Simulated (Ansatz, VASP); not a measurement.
## InP: VASP and Ansatz over several settings

```
In P
1.0
     0.00000    2.89089    2.89089
     2.89089    0.00000    2.89089
     2.89089    2.89089    0.00000
In P
1 1
Direct
  0.00000 0.00000 0.00000
  0.75000 0.75000 0.75000
```

Single points on this cell with VASP 6.6.1 and Ansatz 0.2.0. Each row is one pair of runs. Alike in all rows: spin: off; k mesh: 8 × 8 × 8; smearing: fermi-dirac, width 0.05 eV; VASP's potentials, cutoff: VASP PAW PBE potentials, release 64 (In_d, P), 520 eV; Ansatz's potentials, cutoff: Ansatz PAW, 420 eV.

```csv
level,"gap on the k mesh at the Fermi level (eV), VASP","gap on the k mesh at the Fermi level (eV), Ansatz","least direct gap on the mesh (eV), VASP","least direct gap on the mesh (eV), Ansatz","pressure (GPa), VASP","pressure (GPa), Ansatz"
PBEsol+D4,0.83,0.83,0.83,0.83,2.4,2.4
SVWN5,0.71,?,0.71,?,1.7,?
RPBE+D4,1.07,1.07,1.07,1.07,3.8,3.9
PBE exchange alone,0.92,0.92,0.92,0.92,16.2,16.3
```

Fill in what Ansatz gave in row 2.

gap on the k mesh at the Fermi level (eV): 0.70; least direct gap on the mesh (eV): 0.70; pressure (GPa): 1.7.

Caveats: spin-orbit coupling is left out, which moves the levels of the heavy elements; the PAW data sets were made with another functional, which shifts forces and pressure a little (VASP); so large a pressure means that the cell lies far from this level's equilibrium, or that cutoff or potentials fall short (VASP); the PAW data sets come from PBE, with cores solved anew for the run's functional, which leaves a small shift of forces and pressure (Ansatz).
